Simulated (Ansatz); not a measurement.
# From barrier to diffusion: Si in Ti

Level of theory: DFT PBE, scalar-relativistic, plane waves, PAW (Ansatz). (420 eV cutoff, 4×4×4 k-mesh, shifted by half a step, Gaussian smearing of 0.10 eV, no spin polarisation)

Host crystal, relaxed:

```yaml
crystal:
  lattice:
    - [0.00000, 2.05602, 2.05602]
    - [2.05602, 0.00000, 2.05602]
    - [2.05602, 2.05602, 0.00000]
  atoms:
    - { symbol: Ti, position: [0.00000, 0.00000, 0.00000] }
```

In a supercell of 16 host sites, Si trades places with a neighbouring Ti vacancy, moving 3.01 Å. Climbing-image nudged elastic band at fixed cell; the order of the saddle wasn't checked, and the small cell leaves errors of about a tenth of an eV.

| image | path (Å) | E − E(0) (eV) |
| --- | --- | --- |
| 0 | 0.00 | 0.000 |
| 1 | 0.55 | 0.349 |
| 2 | 1.11 | 1.108 |
| 3 | 1.66 | 1.432 |
| 4 | 2.22 | 1.108 |
| 5 | 2.77 | 0.349 |
| 6 | 3.32 | 0.000 |

**Question.** What are the barriers forward and back, and what attempt frequency does the shape suggest?

**Answer.** Forward 1.43 eV, back 1.43 eV, the ends being level. For a sinusoidal profile E_b sin²(πx/l), with the Si atom alone moving, ν = (1/l)√(E_b/2m) = 5.2×10¹² s⁻¹, within an order of magnitude of the customary 10¹³ s⁻¹; a true prefactor needs the vibrations at the minimum and at the saddle.

**Question.** With ν = 10¹³ s⁻¹, how often does the exchange happen at 300, 600 and 1000 K once atom and vacancy are neighbours, taking the host as solid throughout? Does that give the diffusivity?

**Answer.** k = ν exp(−E_b/k_BT):
| T (K) | k (1/s) | wait (s) |
| --- | --- | --- |
| 300 | 8.7×10⁻¹² | 1.1×10¹¹ |
| 600 | 9.4 | 0.11 |
| 1000 | 6.1×10⁵ | 1.6×10⁻⁶ |

No. The atom can jump only when a vacancy is beside it, so where vacancies are thermal the activation energy of diffusion adds the vacancy's formation energy less any binding to Si; where doping, quenching or off-stoichiometry fixes their number, it doesn't. And repeated exchanges only swap the two back and forth: Si gets on when the vacancy moves round it by other jumps, which the correlation factor counts. An error of 0.1 eV in the barrier changes k by a factor of 48 at 300 K and 3.2 at 1000 K.

Cost: 1 run of about 32 core-minutes, on Intel Xeon Platinum 8375C (Ice Lake) (shared hosts).